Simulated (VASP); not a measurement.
**Si: relaxation of cell and atoms with r2SCAN**

Si:

```
CELL_PARAMETERS angstrom
-2.21211 2.40157 1.25836
2.21211 -2.40157 1.25836
2.21211 2.40157 -1.25836
ATOMIC_POSITIONS crystal
Si 0.75491 0.00491 0.75000
Si 0.24509 0.99509 0.25000
```

This isn't the form of Si at room conditions, which is diamond.

| Item | Value |
| --- | --- |
| Program | VASP 6.6.1 |
| Task | relaxation of cell and atoms |
| Functional | r2SCAN |
| Potentials or basis | VASP PAW PBE potentials, release 64 (Si) |
| Cutoff | 600 eV |
| k mesh | 12 × 12 × 12 |
| Occupations | gaussian, width 0.03 eV |
| Spin | no spin polarisation |
| Target pressure | 15.8 GPa |
| Further INCAR settings | ALGO = Normal; EDIFF = 1e-07; IBRION = 2; EDIFFG = -0.005; NSW = 90; ISIF = 3 |
| Target pressure | 15.8 GPa |

```yaml
Energy_change_on_relaxing_the_enthalpy_is_what_falls: +0.1 meV/atom
Ionic_steps: 3
Pressure_after_relaxing: 15.8 GPa
Band_gap_on_the_k_mesh: none (metal or under the smearing width)
```

Forces in eV/Å, atoms in the order of the input:
```
Si   0.000  0.000 -0.003
Si   0.000  0.000  0.003
```

The path:
| step | energy change (eV) | largest force (eV/Å) | pressure (GPa) | volume (Å³) |
| --- | --- | --- | --- | --- |
| 1 | 0.0000 | 0.0027 | 15.79 | 26.74 |
| 2 | 0.0005 | 0.0026 | 15.83 | 26.74 |
| 3 | 0.0002 | 0.0027 | 15.81 | 26.74 |

Final structure:
```yaml
crystal:
  lattice:
    - [-2.21238, 2.40110, 1.25834]
    - [2.21238, -2.40110, 1.25834]
    - [2.21238, 2.40110, -1.25834]
  atoms:
    - { symbol: Si, position: [0.75488, 0.00488, 0.75000] }
    - { symbol: Si, position: [0.24512, 0.99512, 0.25000] }
```

Levels at points of the mesh, in eV from the Fermi level:
| k point | band 1 | band 2 | band 3 | band 4 | band 5 | band 6 | band 7 | band 8 |
| --- | --- | --- | --- | --- | --- | --- | --- | --- |
| (0.00, 0.00, 0.00) | -15.86 | -3.60 | -2.59 | -1.78 | 1.19 | 7.84 | 8.88 | 10.77 |
| (0.50, 0.00, 0.00) | -8.34 | -8.32 | -1.52 | -1.47 | -0.83 | -0.70 | 5.22 | 5.25 |
| (0.00, 0.50, 0.00) | -8.15 | -7.86 | -3.52 | -2.39 | -1.49 | 1.27 | 5.86 | 6.86 |
| (0.50, 0.50, 0.00) | -12.30 | -12.30 | -0.22 | -0.22 | 3.34 | 3.34 | 9.41 | 9.41 |
| (0.50, 0.50, 0.50) | -10.27 | -8.41 | -8.34 | -7.95 | 6.40 | 7.17 | 14.76 | 16.21 |

Run time: 5.2 min on 1 thread of AMD EPYC 9R45 96-Core Processor (Zen 5) (shared host), peak memory 0.17 GiB.

Caveat: the cell is relaxed towards a set pressure, so the enthalpy falls and the energy may rise; the PAW data sets were made with another functional, which shifts forces and pressure a little.
